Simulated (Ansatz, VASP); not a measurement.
## TiAl3 in VASP and in Ansatz

```
CELL_PARAMETERS angstrom
3.98008 0.00000 0.00000
0.00000 3.98008 0.00000
0.00000 0.00000 3.98008
ATOMIC_POSITIONS crystal
Ti 0.00000 0.00000 0.00000
Al 0.50000 0.00000 0.50000
Al 0.00000 0.50000 0.50000
Al 0.50000 0.50000 0.00000
```

Alike in both runs: functional PBE; k mesh 10 × 10 × 10; occupations gaussian, width 0.1 eV; no spin polarisation.

Ansatz relaxed the structure, and its values are those at the end. VASP's run is a single point on that final structure, the one shown.

|  | VASP | Ansatz |
| --- | --- | --- |
| version | VASP 6.6.1 | Ansatz 0.2.0 |
| potentials or method | VASP PAW PBE potentials, release 64 (Ti_sv, Al) | scalar-relativistic, plane waves, PAW |
| plane-wave cutoff (eV) | 520 | 420 |
| valence electrons in the cell | 21 | 21 |

VASP gave:

* gap on the k mesh at the Fermi level (eV): none
* pressure (GPa): -0.2

**Question.** What did Ansatz give for the same quantities?

**Answer.** gap on the k mesh at the Fermi level (eV): none; pressure (GPa): 0.0.

A gap of «none» marks a metal or a gap that the smearing closes. With one functional, cell and mesh, what is left measures potentials, basis and numerics.
